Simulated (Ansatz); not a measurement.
RbCl (rocksalt), relaxed with r2SCAN: it is cubic, Fm-3m (No. 225); a = 6.612 Å in the conventional setting, 36.13 Å³ an atom. Around Rb lie 6 Cl at 3.31 Å; around Cl lie 6 Rb at 3.31 Å. One-shot G0W0@PBE in Ansatz 0.2.0 on a 4×4×4 mesh (contour deformation, no spin-orbit coupling), from a PBE gap of 4.957 eV over the mesh points (the G0W0 gap is direct on the mesh); the number N of bands summed and the screening cutoff rise together. The values are computed, spin-unpolarised, and not measurements.

```
  N  cutoff (eV)  1000/N  G0W0 gap (eV)
172          100   5.814          7.510
404          180   2.475          7.674
```

**Lay a straight line in 1000/N through these rows.** The slope is -0.0491 eV per unit of 1000/N and the intercept 7.796 eV.

**Predict the gap at N = 776 (260 eV).** 7.796 + (-0.0491) × 1.289 = 7.733 eV; the run gives 7.747 eV, +0.014 eV from the line.

**With that run's result added, what limit do the last two rows suggest?** Their slope is (7.747 − 7.674)/(1.289 − 2.475) = -0.0616, which meets 1/N = 0 at 7.83 eV, against 7.796 eV from the first line. The slope steepens, so 1/N isn't yet asymptotic and the true limit probably lies higher still; the k mesh isn't extrapolated.
